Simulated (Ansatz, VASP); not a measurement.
One calculation of SrO, two programs

File INCAR:

```
PREC     = Accurate       # precision mode
ENCUT    = 520            # plane-wave cutoff, eV
EDIFF    = 1E-6           # SCF threshold, eV
ISMEAR   = -1             # smearing method
SIGMA    = 0.02           # smearing width, eV
LREAL    = False          # projectors in reciprocal space
LASPH    = True           # aspherical terms in the spheres
NELM     = 60             # most SCF steps
ALGO     = Fast           # electronic algorithm
ISIF     = 2              # what is computed and relaxed
LWAVE    = False          # write WAVECAR
LCHARG   = False          # write CHGCAR
GGA      = PE             # functional
NBANDS   = 15             # bands
```

The input KPOINTS:

```
regular mesh
0
Gamma
  8 8 8
```

The input POSCAR:

```
SrO
1.0
    0.1739462916      2.8263335547      2.8263335547
    2.8263335547      0.1739462916      2.8263335547
    2.8263335547      2.8263335547      0.1739462916
Sr O
1 1
Direct
    0.0053923474      0.0053923474      0.0053923474
    0.2446076526      0.2446076526      0.2446076526
```

Input for Ansatz:

```yaml
crystal:
  lattice:
    - [0.1739462916, 2.8263335547, 2.8263335547]
    - [2.8263335547, 0.1739462916, 2.8263335547]
    - [2.8263335547, 2.8263335547, 0.1739462916]
  atoms:
    - { symbol: Sr, position: [0.0053923474, 0.0053923474, 0.0053923474] }
    - { symbol: O, position: [0.2446076526, 0.2446076526, 0.2446076526] }
kpoints:
  mp_grid: { grid: [8, 8, 8] }
  band_path:
    path:
      - [0.0, 0.0, 0.0]
      - [-0.5, -0.5, 0.0]
      - [-0.375, -0.375, 0.25]
      - [-0.375, 0.0, 0.375]
      - [0.0, 0.0, 0.5]
      - [-0.5, -0.25, 0.25]
    npoints: 1
hamiltonian:
  xc: pbe
scf:
  occupations: { method: fermi_dirac, width: 0.02 }
  n_extra_bands: 4
output:
  forces: true
  stress: true
  eigenvalues: true
```

Change from the starting cell: epitaxial_111 strain -5.0%.

Alike in both runs: task single point; functional PBE; k mesh 8 × 8 × 8; occupations fermi-dirac, width 0.02 eV; no spin polarisation.

|  | VASP | Ansatz |
| --- | --- | --- |
| version | VASP 6.6.1 | Ansatz 0.2.0 |
| potentials or method | VASP PAW PBE potentials, release 64 (Sr_sv, O) | plane waves, PAW |
| plane-wave cutoff (eV) | 520 | 420 |
| valence electrons in the cell | 16 | 16 |

|  | VASP | Ansatz | Ansatz less VASP |
| --- | --- | --- | --- |
| gap on the k mesh at the Fermi level (eV) | 2.66 | 2.65 | -0.008 |
| pressure (GPa) | 5.4 | 4.8 | -0.61 |
| largest component of the traceless stress (GPa) | 1.90 | 1.90 | -0.003 |
| rms of the force components (eV/Å) | 0.005 | 0.005 | 0.0000 |

Atom by atom the forces differ by 0.011 eV/Å (rms over components).

A k mesh can miss the band edges.
